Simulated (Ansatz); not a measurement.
# Ge in Ansatz: the effect of functional

The system is Ge.

```
CELL_PARAMETERS angstrom
1.39715 -2.60052 0.00000
1.39715 2.60052 0.00000
0.00000 0.00000 2.69823
ATOMIC_POSITIONS crystal
Ge 0.50000 0.50000 0.00000
```

This isn't the form of Ge at room conditions, which is diamond.

Alike in all runs:

```yaml
Program: Ansatz 0.2.0
Task: projected density of states
Potentials_or_basis: Ansatz PAW
k_mesh: 6 × 6 × 6
Occupations: fermi-dirac, width 0.05 eV
Spin: no spin polarisation
```

One run gave: pressure -5.7 GPa. Which functional did it use?
A. LDA
B. PBE0
C. HSE06
D. PBEsol
E. r2SCAN

A.

| functional | cutoff | pressure (GPa) |
| --- | --- | --- |
| LDA | 420 eV (not typed: the program's choice for these potentials) | -5.7 |
| PBEsol | 420 eV (not typed: the program's choice for these potentials) | -4.1 |
| r2SCAN | 500 eV (not typed: the program's choice for these potentials) | -2.9 |
| HSE06 | 420 eV (not typed: the program's choice for these potentials) | -3.1 |
| PBE0 | 420 eV (not typed: the program's choice for these potentials) | -3.3 |
| r2SCAN0 | 500 eV (not typed: the program's choice for these potentials) | -4.4 |

Caveats: all runs use coarse meshes; the PAW data sets come from PBE, with cores solved anew for the run's functional, which leaves a small shift of forces and pressure; the thresholds are loose for stress (some runs).
